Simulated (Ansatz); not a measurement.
Input for Ansatz (plane-wave DFT, PAW):

```yaml
crystal:
  lattice:
    - [3.9398112999, 0.0, 0.0]
    - [0.0, 3.9398112999, 0.0]
    - [0.0, 0.0, 3.9398112999]
  atoms:
    - { symbol: Te, position: [0.5, 0.5, 0.5] }
    - { symbol: Pb, position: [0.0, 0.0, 0.0] }
basis:
  ecutwfc: 420
kpoints:
  mp_grid: { grid: [10, 10, 10] }
hamiltonian:
  xc: pbesol
scf:
  occupations: { method: gaussian, width: 0.1 }
output:
  forces: true
  stress: true
  eigenvalues: true
```

It can be run as
```bash
ansatz run input.yaml --threads 1 --pin off --backend cpu --events-out ev --progress --plain --runs-dir out  # memory cap (--max-ram) not shown
```

All numbers below come from DFT PBEsol, scalar-relativistic, plane waves, PAW in Ansatz.

Abridged output:

```
Pseudopotentials: kind: paw
Pseudopotential: Te, paw, valence charge 16, recommended cutoff 420 eV (normal)
Pseudopotential: Pb, paw, valence charge 14, recommended cutoff 420 eV (normal)
Functional definition: PBEsol
Crystal: 2 atoms, lattice volume = 61.154 Å³
Basis set: ecut = 420 eV, 1213 PW (Γ), exchange–correlation on 54×54×54 points (8 copies of the dense FFT grid, shifted against one another)
Bands: 19, of which v1, the nominal top of the filled ones, is band 15 counted from 1 (14 counted from 0)
Symmetry: 48 space group operations
Space group: Pm-3m (ITA 221), of the structure as read, at distance tolerance 3.9e-5 Å
k-points: 56 of 1000
Initial density: superposition of atomic densities (neutral atoms: chi_scale 0, normalization atom), corrected by the library's trained network
Initial wavefunctions: pseudopotential atomic-orbital guess
Functional: x = pbesol(κ = 0.804, μ = 0.12345679), c = pbesol(β = 0.046)
SCF iter   1: F=—  HF=-18656.812738 eV  |F-HF|=—  |Δ(HF+E_count)|=         —  Δρ=3.34e-3  dr2=1.43e-2  ethr=1.77e-3  ⟨swp⟩=6.3  Hψ=5447  notcnv=0
SCF iter   2: F=—  HF=-18656.808156 eV  |F-HF|=—  |Δ(HF+E_count)|=   4.58e-3  Δρ=1.86e-3  dr2=4.25e-3  ethr=4.78e-5  ⟨swp⟩=1.7  Hψ=1605  notcnv=0
SCF iter   3: F=—  HF=-18656.807204 eV  |F-HF|=—  |Δ(HF+E_count)|=   9.53e-4  Δρ=3.58e-4  dr2=7.13e-5  ethr=1.42e-5  ⟨swp⟩=2.4  Hψ=1593  notcnv=0
SCF iter   4: F=—  HF=-18656.807218 eV  |F-HF|=—  |Δ(HF+E_count)|=   1.42e-5  Δρ=1.16e-4  dr2=9.36e-6  ethr=2.38e-7  ⟨swp⟩=2.3  Hψ=1829  notcnv=0
SCF iter   5: F=—  HF=-18656.807219 eV  |F-HF|=—  |Δ(HF+E_count)|=   1.47e-6  Δρ=3.66e-5  dr2=7.98e-7  ethr=3.12e-8  ⟨swp⟩=2.5  Hψ=1439  notcnv=0
SCF iter   6: F=-18656.807220 eV  HF=-18656.807220 eV  |F-HF|=6.83e-9  |Δ(HF+E_count)|=   4.17e-7  Δρ=6.93e-6  dr2=2.16e-8  ethr=3.33e-10  ⟨swp⟩=7.2  Hψ=5481  notcnv=0
SCF 1 converged in 6 iterations: F = -18656.807220 eV  dr2 = 2.16e-8
SCF converged after 6 iterations
Free energy (F): -18656.807220 eV
Harris-Foulkes:  -18656.807220 eV  (|F-HF|=6.83e-9)
Internal energy: -18656.800131 eV  (E = F + TS)
E sigma→0 (E₀):  -18656.803676 eV
Entropy (-TS):   -0.007088 eV (-3.544 meV/atom)
Fermi energy:    10.069200 eV
--- Per-component energies (eV) ---
  E_band       = -279.520651
  E_kinetic    = 468.380833
  E_local      = -2134.119666  (includes V_loc(G=0)·N_el)
  E_nonlocal   = 44.046636
  E_hartree    = 1146.187861
  E_xc         = -342.760691
  E_vxc        = -237.268770  (∫ρ·V_xc dr)
  E_paw        = -14838.794034  (= ΣΔE_a)
  E_vpaw       = -712.935809  (= ΣTr[D̂ρ^β])
  E_aug_tail   = -0.000160  (compensation charges beyond the density's cutoff)
  E_ewald      = -3000.177843
  E_core_change = 0.436932  (= ΣΔE_core)
  E_smearing   = -0.007088  (= −TS)
--- Forces (eV/Å), atoms counted from 1 ---
  atom   1  Te     0.00000000     0.00000000     0.00000000
  atom   2  Pb     0.00000000     0.00000000     0.00000000
--- Stress (GPa, compression-positive) ---
       -1.081955       0.000000       0.000000
        0.000000      -1.081955       0.000000
        0.000000       0.000000      -1.081955
  P = ⅓ Tr σ = -1.0820 GPa (-10.820 kbar)
--- Band table (eV; the first three rows and the last of 56) ---
  k-point 0: bands = ["-26.2073", "-26.2073", "-26.2048", "-26.2048", "-26.2048", "-6.8742", "-6.8742", "-6.7780", "-6.7780", "-6.7780", "-2.3441", "3.5184", "8.4762", "8.4762", "8.4762", "14.0686", "14.0686", "15.7056", "15.7056"]
  k-point 1: bands = ["-26.2073", "-26.2068", "-26.2049", "-26.2049", "-26.2048", "-6.8738", "-6.8663", "-6.7811", "-6.7811", "-6.7778", "-2.2594", "3.3245", "8.4013", "8.5715", "8.5715", "14.1414", "14.3933", "15.2822", "15.4187"]
  k-point 2: bands = ["-26.2073", "-26.2056", "-26.2052", "-26.2052", "-26.2048", "-6.8727", "-6.8456", "-6.7890", "-6.7890", "-6.7773", "-2.0105", "2.7841", "8.3611", "8.8482", "8.8482", "13.5592", "14.3578", "14.6750", "14.6750"]
  k-point 55: bands = ["-26.2071", "-26.2071", "-26.2071", "-26.1998", "-26.1998", "-6.8450", "-6.8450", "-6.8450", "-6.7383", "-6.7383", "0.3381", "3.0856", "7.5152", "7.5152", "7.5152", "8.9557", "8.9557", "8.9557", "24.1121"]
```

The calculation finished and met its thresholds.

Spin–orbit coupling is left out, which can shift energies with elements as heavy as these.